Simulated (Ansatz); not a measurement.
Crystal: TePb.

```
Pb Te
1.0
     4.00229    0.00000    0.00000
     0.00000    4.00229    0.00000
     0.00000    0.00000    4.00229
Pb Te
1 1
Direct
  0.00000 0.00000 0.00000
  0.50000 0.50000 0.50000
```

Measurements of this composition are mostly on another form, of space group No. 225.

| Quantity | Value |
| --- | --- |
| Program | Ansatz 0.2.0 |
| Task | relaxation of cell and atoms |
| Functional | revPBE |
| Dispersion | D3(BJ) |
| Potentials or basis | all-electron LAPW, scalar-relativistic |
| Basis error allowed | 0.001 eV/atom |
| k mesh | 7 × 7 × 7 |
| Occupations | fermi-dirac, width 0.05 eV |
| Spin | no spin polarisation |

At the start: volume 32.05 Å³/atom.

Task: Where does the relaxation end?

Result: Over 4 steps the energy falls by 16.4 meV/atom and the volume is 29.98 Å³/atom (-6.5 %); space group Pm-3m (No. 221, to 0.05 Å).

Step by step:
| step | energy change (eV) | largest force (eV/Å) | volume (Å³) |
| --- | --- | --- | --- |
| 1 | 0.0000 | 0.0000 | 64.11 |
| 2 | -0.0284 | 0.0000 | 61.33 |
| 3 | -0.0329 | 0.0000 | 59.96 |
| 4 | -0.0329 | 0.0000 | 59.96 |

Final structure:
```
CELL_PARAMETERS angstrom
3.91396 0.00000 0.00000
0.00000 3.91396 0.00000
0.00000 0.00000 3.91396
ATOMIC_POSITIONS crystal
Pb 0.00000 0.00000 0.00000
Te 0.50000 0.50000 0.50000
```
